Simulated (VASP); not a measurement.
# Ge (I4/mmm) in VASP: a series of runs, part 2 of 2

VASP 6.6.1. The steps go on from the part before.

## Step 3: Relaxation of cell and atoms, RPBE

The input, INCAR:

```
PREC = Accurate
ENCUT = 600
EDIFF = 1E-7
ISMEAR = 0
SIGMA = 0.05
LREAL = F
LASPH = T
NELM = 60
ALGO = Normal
ISIF = 3
LWAVE = F
LCHARG = F
GGA = RP
IBRION = 2
NSW = 40
EDIFFG = -0.02
```

The input, KPOINTS:

```
Automatic mesh
0
Gamma
  12 12 12
```

The input, POSCAR:

```
Ge
1.0
   -1.6084200000      1.6084200000      1.8731800000
    1.6084200000     -1.6084200000      1.8731800000
    1.6084200000      1.6084200000     -1.8731800000
Ge
1
Direct
    0.5000000000      0.5000000000      0.0000000000
```

Potentials or basis: VASP PAW PBE potentials, release 64 (Ge_d).

Launch:

```bash
$ cat potpaw_PBE.64/Ge_d/POTCAR > POTCAR
$ mpirun -np 1 vasp_std > vasp.out
```

OUTCAR:

```text
PREC = Accurate
   ENCUT = 600
   EDIFF = 1E-7
   ISMEAR = 0
   LREAL = F
   LASPH = T
   NELM = 60
   ISIF = 3
   GGA = RP
   IBRION = 2
   NSW = 40
   EDIFFG = -0.02

 ion  position               nearest neighbor table
   1  0.500  0.500  0.000-

  LATTYP: Found a body centered tetragonal cell.
 ALAT       =     3.2168400000
 C/A-ratio  =     1.1646087465

  Lattice vectors:

 A1 = (  -1.6084200000,   1.6084200000,   1.8731800000)
 A2 = (   1.6084200000,  -1.6084200000,   1.8731800000)
 A3 = (   1.6084200000,   1.6084200000,  -1.8731800000)

Analysis of symmetry for initial positions (statically):
=====================================================================
 Subroutine PRICEL returns:
 Original cell was already a primitive cell.

 Routine SETGRP: Setting up the symmetry group for a
 body centered tetragonal supercell.

 Subroutine GETGRP returns: Found 16 space group operations
 (whereof 16 operations were pure point group operations)
 out of a pool of 16 trial point group operations.

The static configuration has the point symmetry D_4h.

Analysis of symmetry for dynamics (positions and initial velocities):
=====================================================================
 Subroutine PRICEL returns:
 Original cell was already a primitive cell.

 Routine SETGRP: Setting up the symmetry group for a
 body centered tetragonal supercell.

 Subroutine GETGRP returns: Found 16 space group operations
 (whereof 16 operations were pure point group operations)
 out of a pool of 16 trial point group operations.

The dynamic configuration has the point symmetry D_4h.

 Subroutine INISYM returns: Found 16 space group operations
 (whereof 16 operations are pure point group operations),
 and found     1 'primitive' translations

----------------------------------------------------------------------------------------

                                     Primitive cell
[... 124 lines left out ...]
  volume of cell :       19.38
 maximum number of plane-waves:       684
   NGX = 11   NGY = 11   NGZ = 11

--------------------------------------- Ionic step        1  -------------------------------------------

 number of electron      13.9999999 magnetization

 Free energy of the ion-electron system (eV)
  ---------------------------------------------------
  ext. energy  EPLUGINS =         0.00000000
  ---------------------------------------------------
  free energy    TOTEN  =        -3.81825568 eV

  energy without entropy =       -3.81761902  energy(sigma->0) =       -3.81793735

------------------------ aborting loop because EDIFF is reached ----------------------------------------

  FORCE on cell =-STRESS in cart. coord.  units (eV):
  Direction    XX          YY          ZZ          XY          YZ          ZX
  --------------------------------------------------------------------------------------
  -------------------------------------------------------------------------------------
  Total        0.2418181      0.2418181      0.3422229      0.0000000      0.0000000      0.0000000
  in kB       19.9876153     19.9876153     28.2866271      0.0000000      0.0000000      0.0000000
  external PRESSURE =      22.7539526 kB  Pullay stress =       0.0000000 kB
[... 92 lines left out ...]
--------------------------------------- Ionic step        4  -------------------------------------------

 number of electron      14.0000008 magnetization

 Free energy of the ion-electron system (eV)
  ---------------------------------------------------
  ext. energy  EPLUGINS =         0.00000000
  ---------------------------------------------------
  free energy    TOTEN  =        -3.82419185 eV

  energy without entropy =       -3.82393504  energy(sigma->0) =       -3.82406344

 E-fermi :   6.2866     XC(G=0): -10.8690

 val. band max:        6.2605968996   @ k =  -0.3333   0.3333   0.1667
 cond. band min:       6.3484905638   @ k =   0.3333   0.3333   0.1667
 fundamental gap:      0.0878936643
 Fermi energy:         6.2866216010

 k-point     1 :       0.0000    0.0000    0.0000
  band No.  band energies     occupation
      1     -18.5628      2.00000
      2     -18.5628      2.00000
      3     -18.5459      2.00000
      4     -18.5185      2.00000
      5     -18.4850      2.00000
      6      -6.4047      2.00000
      7      14.5206      0.00000
      8      14.8000      0.00000
      9      14.8000      0.00000
     10      19.8115      0.00000
     11      19.8115      0.00000
[... 309 lines left out ...]
 k-point    24 :      -0.4167    0.1667   -0.0000
  band No.  band energies     occupation
      1     -18.5688      2.00000
      2     -18.5444      2.00000
      3     -18.5118      2.00000
      4     -18.4972      2.00000
      5     -18.4761      2.00000
      6      -3.0184      2.00000
      7       4.7789      2.00000
      8       9.0112      0.00000
      9      11.6178      0.00000
     10      16.4750      0.00000
     11      19.4024      0.00000

 [... further k-points ...]
[... 5 lines left out ...]
  --------------------------------------------------------------------------------------
  -------------------------------------------------------------------------------------
  Total       -0.0163144     -0.0163144      0.0167297      0.0000000     -0.0000000      0.0000000
  in kB       -1.2974578     -1.2974578      1.3304904      0.0000000     -0.0000000      0.0000000
  external PRESSURE =      -0.4214750 kB  Pullay stress =       0.0000000 kB
[... 16 lines left out ...]
  FREE ENERGIE OF THE ION-ELECTRON SYSTEM (eV)
  ---------------------------------------------------
  free  energy   TOTEN  =        -3.8241918476 eV

  energy  without entropy=       -3.8239350395  energy(sigma->0) =       -3.82406344

 reached required accuracy - stopping structural energy minimisation
```

Wall time 24 s (1 thread of Intel Xeon 6975P-C (Granite Rapids), shared host); peak memory 0.17 GiB.

What came out:

```yaml
Free_energy: -3.8242 eV
Relaxed_volume: 20.15 Å³/atom
Relaxed_cell: a = 2.987 Å, b = 2.987 Å, c = 2.987 Å, α = 114.08°, β = 114.08°, γ = 100.59°
Space_group_after_relaxing_to_0.05_Å: I4/mmm (No. 139)
Energy_gained_by_relaxing: 5.9 meV/atom
Ionic_steps: 4
Pressure_after_relaxing: 0.0 GPa
Band_gap_on_the_k_mesh: none (metal or under the smearing width)
```

The path:
```tsv
step	energy change (eV)	largest force (eV/Å)	pressure (GPa)	volume (Å³)
1	0.0000	0.0000	2.28	19.38
2	-0.0058	0.0000	-0.10	20.17
3	-0.0058	0.0000	-0.04	20.15
4	-0.0059	0.0000	-0.04	20.15
```

Final structure:
```yaml
crystal:
  lattice:
    - [-1.62477, 1.62477, 1.90784]
    - [1.62477, -1.62477, 1.90784]
    - [1.62477, 1.62477, -1.90784]
  atoms:
    - { symbol: Ge, position: [0.50000, 0.50000, 0.00000] }
```

Caveat: the PAW data sets were made with another functional, which shifts forces and pressure a little.

## Step 4: Single point, rev-vdW-DF2, collinear spin, ferromagnetic start

The input, run.py:

```python
from ase.calculators.vasp import Vasp
from ase.dft.bandgap import bandgap
from ase.io import read

atoms = read('Ge.xyz')
atoms.set_initial_magnetic_moments([0.5])
calc = Vasp(
    directory='calc',
    xc='rev-vdw-df2',
    pp='PBE',
    setups='recommended',
    prec='Accurate',
    encut=520,
    ediff=1e-07,
    ismear=0,
    sigma=0.1,
    lreal=False,
    lasph=True,
    nelm=60,
    algo='Normal',
    isif=2,
    lwave=False,
    lcharg=True,
    ispin=2,
    lorbit=11,
    lelf=True,
    lvhar=True,
    kpts=[12, 12, 12],
    gamma=True,
    nbands=17,
)
atoms.calc = calc

print('energy (eV):', atoms.get_potential_energy())
print('free energy (eV):', atoms.get_potential_energy(force_consistent=True))
print('forces (eV/A):')
print(atoms.get_forces())
print('stress (eV/A^3, Voigt):', atoms.get_stress())
print('Fermi level (eV):', calc.get_fermi_level())
print('moment (muB):', atoms.get_magnetic_moment())
print('site moments (muB):', atoms.get_magnetic_moments())
gap, top, bottom = bandgap(calc)
print('band gap (eV):', gap, 'from (spin, k, band)', top, 'to', bottom)
```

The input, Ge.xyz:

```xyz
1
Lattice="-1.6084200000 1.6084200000 1.8731800000 1.6084200000 -1.6084200000 1.8731800000 1.6084200000 1.6084200000 -1.8731800000" Properties=species:S:1:pos:R:3 pbc="T T T"
Ge     0.0000000000      0.0000000000      1.8731800000
```

Potentials or basis: VASP PAW PBE potentials, release 64 (Ge_d).

Launch:

```bash
$ python run.py
```

The program printed:

```text
<dir> UserWarning: vdW has been enabled, however no location for the vdw_kernel.bindat file has been specified. Set ASE_VASP_VDW environment variable to copy the vdW kernel.
  warnings.warn(
energy (eV): -1.22977205
free energy (eV): -1.23073386
forces (eV/A):
[[ 0. -0.  0.]]
stress (eV/A^3, Voigt): [-0.00038779 -0.00038779 -0.00438253  0.         -0.         -0.        ]
Fermi level (eV): 6.47045598
moment (muB): 5.7e-06
site moments (muB): [-0.]
band gap (eV): 0.0 from (spin, k, band) (None, None, None) to (None, None, None)
```

OUTCAR:

```text
ENCUT = 520.000000
   EDIFF = 1.00e-07
   GGA = MK
   PREC = Accurate
   ISIF = 2
   ISMEAR = 0
   ISPIN = 2
   LORBIT = 11
   NELM = 60
   LASPH = .TRUE.
   LREAL = .FALSE.

 ion  position               nearest neighbor table
   1  0.500  0.500  0.000-

  LATTYP: Found a body centered tetragonal cell.
 ALAT       =     3.2168400000
 C/A-ratio  =     1.1646087465

  Lattice vectors:

 A1 = (  -1.6084200000,   1.6084200000,   1.8731800000)
 A2 = (   1.6084200000,  -1.6084200000,   1.8731800000)
[... 1181 lines left out ...]
  energy-cutoff  :      520.00
  volume of cell :       19.38
      direct lattice vectors                 reciprocal lattice vectors
    -1.608420000  1.608420000  1.873180000     0.000000000  0.310864078  0.266925763
     1.608420000 -1.608420000  1.873180000     0.310864078  0.000000000  0.266925763
     1.608420000  1.608420000 -1.873180000     0.310864078  0.310864078  0.000000000

 POSITION                                       TOTAL-FORCE (eV/Angst)
 -----------------------------------------------------------------------------------
      0.00000      0.00000      1.87318         0.000000     -0.000000      0.000000
 -----------------------------------------------------------------------------------
    total drift:                               -0.000000      0.000000      0.000000

  FREE ENERGIE OF THE ION-ELECTRON SYSTEM (eV)
  ---------------------------------------------------
  free  energy   TOTEN  =        -1.2307338613 eV

  energy  without entropy=       -1.2288102399  energy(sigma->0) =       -1.22977205

Total vdW correction in eV:      2.3187464

 total charge

# of ion       s       p       d       tot
------------------------------------------
    1        1.284   0.888  10.014  12.185

 magnetization (x)

# of ion       s       p       d       tot
------------------------------------------
    1       -0.000  -0.000   0.000  -0.000
```

INCAR:

```text
AGGAC = 0.000000
ENCUT = 520.000000
PARAM1 = 0.123400
PARAM2 = 0.711357
SIGMA = 0.100000
ZAB_VDW = -1.886700
EDIFF = 1.00e-07
ALGO = Normal
GGA = MK
PREC = Accurate
ISIF = 2
ISMEAR = 0
ISPIN = 2
LORBIT = 11
NBANDS = 17
NELM = 60
LASPH = .TRUE.
LCHARG = .TRUE.
LELF = .TRUE.
LUSE_VDW = .TRUE.
LVHAR = .TRUE.
LWAVE = .FALSE.
LREAL = .FALSE.
MAGMOM = 1*0.5000
```

It took 45 s on 1 thread of Intel Xeon 6975P-C (Granite Rapids), shared host; peak memory 0.33 GiB.

Results:

```yaml
Free_energy: -1.2307 eV
Pressure: 0.3 GPa
Band_gap_on_the_k_mesh: none (metal or under the smearing width)
Net_moment: 0.00 μB per cell
Valence_electrons_inside_the_program's_atomic_spheres: Ge 12.19
```

Caveat: the PAW data sets were made with another functional, which shifts forces and pressure a little.

## Step 5: The runs side by side

| task | level | spin | cell | cutoff (eV) | smearing | gap on the mesh (eV) | pressure (GPa) | relaxed volume (Å³/atom) |
| --- | --- | --- | --- | --- | --- | --- | --- | --- |
| relaxation of cell and atoms | PBE | off | relaxed | 600 | gaussian 0.05 eV | none | 0.0 | 19.64 |
| relaxation of cell and atoms | RPBE | off | relaxed | 600 | gaussian 0.05 eV | none | 0.0 | 20.15 |
| single point | rev-vdW-DF2 | collinear, ferromagnetic start | as given | 520 | gaussian 0.1 eV | none | 0.3 | - |

Alike in all rows: potentials or basis VASP PAW PBE potentials, release 64 (Ge_d); k mesh 12 × 12 × 12.

Caveats: the PAW data sets were made with another functional, which shifts forces and pressure a little (some runs).

Total energies depend on the potentials used, so only differences within one code and one set of settings carry meaning.
